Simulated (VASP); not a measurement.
A VASP 6.6.1 single-point calculation on PbS

INCAR

```
ISMEAR = -1
NELM = 75
ENCUT = 520
LCHARG = .FALSE.
ISIF = 2
PREC = High
LASPH = .TRUE.
LREAL = .FALSE.
IBRION = -1
NSW = 0
NBANDS = 17
SIGMA = 0.02
EDIFF = 1E-7
LWAVE = .FALSE.
GGA = PE
```

KPOINTS

```
KPOINTS created by Atomic Simulation Environment
0
Gamma
8 8 8
0 0 0
```

POSCAR

```
Pb S
 1.0000000000000000
     0.0399758582000000    2.9973362076000001    2.9973362076000001
     2.9973362076000001    0.0399758582000000    2.9973362076000001
     2.9973362076000001    2.9973362076000001    0.0399758582000000
 Pb  S
   1   1
Cartesian
  0.0000000000000000  0.0000000000000000  0.0000000000000000
  3.0173241366999992  3.0173241366999997  3.0173241366999997
```

The recommended PBE PAW datasets give the neutral cell 20 valence electrons.

Command

```
mpirun -np 1 vasp_std
```

OSZICAR

```
N       E                     dE             d eps       ncg     rms          rms(c)
DAV:   1     0.159310834486E+03    0.15931E+03   -0.96301E+03  2226   0.123E+03
DAV:   2     0.341754860944E+01   -0.15589E+03   -0.15008E+03  2288   0.318E+02
DAV:   3    -0.892384292577E+01   -0.12341E+02   -0.12239E+02  2870   0.930E+01
DAV:   4    -0.924403647362E+01   -0.32019E+00   -0.31982E+00  2856   0.163E+01
DAV:   5    -0.925480965992E+01   -0.10773E-01   -0.10772E-01  3269   0.293E+00    0.455E+00
DAV:   6    -0.875710804441E+01    0.49770E+00   -0.14244E+00  3449   0.798E+00    0.320E+00
DAV:   7    -0.875800390826E+01   -0.89586E-03   -0.14544E-01  2596   0.190E+00    0.184E+00
DAV:   8    -0.876171193879E+01   -0.37080E-02   -0.16646E-02  2528   0.138E+00    0.276E-01
DAV:   9    -0.876119047982E+01    0.52146E-03   -0.36176E-03  3497   0.519E-01    0.851E-02
DAV:  10    -0.876137815276E+01   -0.18767E-03   -0.38119E-04  2484   0.114E-01    0.575E-02
DAV:  11    -0.876138577667E+01   -0.76239E-05   -0.64610E-05  3045   0.857E-02    0.173E-02
DAV:  12    -0.876138668092E+01   -0.90425E-06   -0.44079E-06  2818   0.210E-02    0.335E-03
DAV:  13    -0.876138668472E+01   -0.38049E-08   -0.20826E-07  2801   0.440E-03
   1 F= -.87613867E+01 E0= -.87613859E+01  d E =-.165038E-05
```

From OUTCAR

```
k-points           NKPTS =     65   k-points in BZ     NKDIM =     65   number of bands    NBANDS=     17

   NELECT =      20.0000    total number of electrons

   dimension x,y,z NGX =    32 NGY =   32 NGZ =   32
   dimension x,y,z NGXF=    36 NGYF=   36 NGZF=   36

  energy-cutoff  :      520.00
  volume of cell :       52.78
      direct lattice vectors                 reciprocal lattice vectors
     0.039975858  2.997336208  2.997336208    -0.170189674  0.167949707  0.167949707
     2.997336208  0.039975858  2.997336208     0.167949707 -0.170189674  0.167949707
     2.997336208  2.997336208  0.039975858     0.167949707  0.167949707 -0.170189674

 k-points in reciprocal lattice and weights: KPOINTS created by Atomic Simulation Env
   0.00000000  0.00000000  0.00000000       0.002
   0.12500000  0.00000000 -0.00000000       0.012
   0.25000000  0.00000000 -0.00000000       0.012
   0.37500000  0.00000000  0.00000000       0.012
   0.50000000  0.00000000 -0.00000000       0.006
   0.12500000  0.12500000  0.00000000       0.012
   0.25000000  0.12500000  0.00000000       0.023
   0.37500000  0.12500000  0.00000000       0.023
   ...

 E-fermi :   5.8680

 k-point     1 :       0.0000    0.0000    0.0000
  band No.  band energies     occupation
      1     -11.1384      2.00000
      2     -11.1384      2.00000
      3     -11.1349      2.00000
      4     -11.1182      2.00000
      5     -11.1182      2.00000
      6      -7.8217      2.00000
      7      -0.3905      2.00000
      8       3.4570      2.00000
      9       3.6056      2.00000
     10       3.6056      2.00000
     11      10.8458      0.00000
     12      10.8458      0.00000
     13      10.8586      0.00000
     14      12.2634      0.00000
     15      12.5191      0.00000
     16      12.5191      0.00000
     17      14.3704      0.00000

 k-point     2 :       0.1250    0.0000   -0.0000
  band No.  band energies     occupation
      1     -11.1386      2.00000
      2     -11.1325      2.00000
      3     -11.1319      2.00000
      4     -11.1214      2.00000
      5     -11.1187      2.00000
      6      -7.6901      2.00000
      7      -0.8165      2.00000
      8       3.5162      2.00000
      9       3.6415      2.00000
     10       3.9030      2.00000
     11       9.6394      0.00000
     12      10.0749      0.00000
     13      10.0838      0.00000
     14      12.3832      0.00000
     15      12.6594      0.00000
     16      12.8931      0.00000
     17      15.5618      0.00000

 k-point     3 :       0.2500    0.0000   -0.0000
  band No.  band energies     occupation
      1     -11.1427      2.00000
      2     -11.1339      2.00000
      3     -11.1327      2.00000
      4     -11.1134      2.00000
      5     -11.1081      2.00000
      6      -7.3251      2.00000
      7      -1.7450      2.00000
      8       3.6460      2.00000
      9       3.7448      2.00000
     10       4.5186      2.00000
     11       8.0048      0.00000
     12       8.8587      0.00000
     13       8.8941      0.00000
     14      12.5425      0.00000
     15      13.5069      0.00000
     16      13.7615      0.00000
     17      17.5425      0.00000

 ...

  Total        0.4734627      0.4734627      0.4734627     -0.0896689     -0.0896689     -0.0896689
  in kB       14.3726181     14.3726181     14.3726181     -2.7220242     -2.7220242     -2.7220242
  external PRESSURE =      14.3726181 kB  Pullay stress =       0.0000000 kB

 POSITION                                       TOTAL-FORCE (eV/Angst)
 -----------------------------------------------------------------------------------
      0.00000      0.00000      0.00000         0.000000     -0.000000      0.000000
      3.01732      3.01732      3.01732        -0.000000      0.000000     -0.000000
 -----------------------------------------------------------------------------------
    total drift:                               -0.000000      0.000000      0.000000

  FREE ENERGIE OF THE ION-ELECTRON SYSTEM (eV)
  ---------------------------------------------------
  free  energy   TOTEN  =        -8.7613866847 eV

  energy  without entropy=       -8.7613850343  energy(sigma->0) =       -8.76138586
```

It converged. Results: gap between bands v and c on the k mesh 0.29 eV; least direct gap on the k mesh 0.39 eV; pressure 1.4 GPa. Band v is the last that the valence electrons fill when counted band by band, and c is the next.

For comparison, a separate PBE run of the intended cell, on usual settings and not on those above, gives a gap of 0.29 eV on its mesh and a pressure of 1.4 GPa.

The run above took about 34 s on one core of a shared host (Intel Xeon Platinum 8488C) and held 0.17 GiB at most.
